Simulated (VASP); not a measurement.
The system is Al.

```
Al
1.0
     0.00000    2.02481    2.02481
     2.02481    0.00000    2.02481
     2.02481    2.02481    0.00000
Al
1
Direct
  0.00000 0.00000 0.00000
```

```yaml
Program: VASP 6.6.1
Task: relaxation of cell and atoms
Functional: PBEsol
Dispersion: D3(BJ)
Potentials_or_basis: VASP PAW PBE potentials, release 64 (Al)
Cutoff: 600 eV
k_mesh: 11 × 11 × 11
Occupations: fermi-dirac, width 0.05 eV
Spin: no spin polarisation
```

At the start: pressure -5.0 GPa; volume 16.60 Å³/atom.

**Question.** Where does the relaxation end?

**Answer.** Over 3 steps the energy falls by 16.5 meV/atom and the volume is 15.60 Å³/atom (-6.0 %); space group Fm-3m (No. 225, to 0.05 Å).

Step by step:
| step | energy change (eV) | largest force (eV/Å) | pressure (GPa) | volume (Å³) |
| --- | --- | --- | --- | --- |
| 1 | 0.0000 | 0.0000 | -4.98 | 16.60 |
| 2 | -0.0157 | 0.0000 | 1.25 | 15.39 |
| 3 | -0.0165 | 0.0000 | 0.01 | 15.60 |

Final structure:
```
Al
1.0
     0.00000    1.98313    1.98313
     1.98313    0.00000    1.98313
     1.98313    1.98313    0.00000
Al
1
Direct
  0.00000 0.00000 0.00000
```

The cell as given is a measured one (16.60 Å³/atom); PBEsol+D3(BJ) puts the equilibrium volume -6.0 % from it, thermal expansion not counted.

Caveat: the PAW data sets were made with another functional, which shifts forces and pressure a little; pairwise dispersion overbinds metals, which lowers pressure and volume.
